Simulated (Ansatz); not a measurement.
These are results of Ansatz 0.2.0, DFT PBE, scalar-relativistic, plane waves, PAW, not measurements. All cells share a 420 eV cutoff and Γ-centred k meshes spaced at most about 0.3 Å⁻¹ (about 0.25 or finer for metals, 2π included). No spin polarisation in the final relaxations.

Temperature and zero-point effects are left out. All come from trial cells, and lower structures may exist.

Task: These unrelaxed guesses for Si3C are each relaxed within their symmetry. Order them by the energy at which they end, lowest first.
1.

```
Si C
1.0
     2.74798    0.00000    0.00000
    -1.37399    2.37982    0.00000
     0.00000    0.00000    8.93042
Si C
3 1
Direct
  0.33333 0.66667 0.00000
  0.66667 0.33333 0.25000
  0.66667 0.33333 0.75000
  0.33333 0.66667 0.50000
```

2.

```
Si C
1.0
     2.61848    0.00000    0.00000
    -1.30924    2.26767    0.00000
     0.00000    0.00000    9.83561
Si C
3 1
Direct
  0.00000 0.00000 0.75000
  0.00000 0.00000 0.25000
  0.00000 0.00000 0.50000
  0.00000 0.00000 0.00000
```

3.

```
Si C
1.0
     3.45651    0.00000    0.00000
     0.00000    3.45651    0.00000
     0.00000    0.00000    4.88825
Si C
3 1
Direct
  0.50000 0.00000 0.75000
  0.00000 0.50000 0.25000
  0.50000 0.50000 0.00000
  0.00000 0.00000 0.50000
```

4.

```
Si C
1.0
     2.74344    0.00000    0.00000
     0.00000    3.87980    0.00000
     0.00000    0.00000    5.48687
Si C
3 1
Direct
  0.00000 0.00000 0.75000
  0.50000 0.50000 0.00000
  0.00000 0.00000 0.25000
  0.50000 0.50000 0.50000
```

Result: 3 (ends in P-4m2, 0 meV/atom), 1 (ends in P-6m2, 0.43 eV/atom), 2 (ends in P6/mmm, 0.72 eV/atom), 4 (ends in P4/mmm, 0.84 eV/atom). Even the lowest end lies +0.28 eV/atom against the elements.

Cells relaxed within their symmetry can be saddle points. Some structure types and database cells were kept out of the candidates from the start, so a known form may be missing.
